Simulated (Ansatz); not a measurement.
Consider CaF₂ in the fluorite structure (space group Fm-3m, No. 225).

```yaml
crystal:
  lattice:
    - [0.00000, 2.71957, 2.71957]
    - [2.71957, 0.00000, 2.71957]
    - [2.71957, 2.71957, 0.00000]
  atoms:
    - { symbol: Ca, position: [0.00000, 0.00000, 0.00000] }
    - { symbol: F, position: [0.25000, 0.25000, 0.25000] }
    - { symbol: F, position: [0.75000, 0.75000, 0.75000] }
```

Cartesian axes are those of the cell as printed.

Computed with r2SCAN (Ansatz, an electronic-structure program; PAW; 500 eV plane waves; scalar-relativistic without spin-orbit coupling).

Strains are applied to the cell and any free atomic positions relax; under biaxial strain the out-of-plane vector relaxes too.

One change was made to it. Results:

The band gap falls by 0.80 eV to 7.23 eV; the smallest direct gap shrinks by 0.87 eV, from 8.29 eV to 7.42 eV; the energy goes up by 36 meV/atom; the electron mass becomes 0.57 mₑ (at Γ) (base: 0.56 mₑ (at Γ)).

Question: Name the change that was made.
A. biaxial strain +4.53 %, plane normal [111], relaxed out of plane
B. biaxial strain +4.95 %, plane normal [001], relaxed out of plane
C. uniaxial strain ε_xx = −4.70 %
D. biaxial strain +1.17 %, plane normal [110], relaxed out of plane
E. isotropic strain −5.95 %

Answer: B, biaxial strain +4.95 %, plane normal [001], relaxed out of plane. For comparison, the band gap in the other runs: uniaxial strain ε_xx = −4.70 % gives 8.06 eV; biaxial strain +4.53 %, plane normal [111], relaxed out of plane gives 7.76 eV; biaxial strain +1.17 %, plane normal [110], relaxed out of plane gives 7.93 eV; isotropic strain −5.95 % gives 9.22 eV.

A biaxial case was relaxed in a doubled cell and then solved in the primitive one. Masses are band curvatures over ±0.01 Å⁻¹ around the edge. Stability against distortions was not tested.
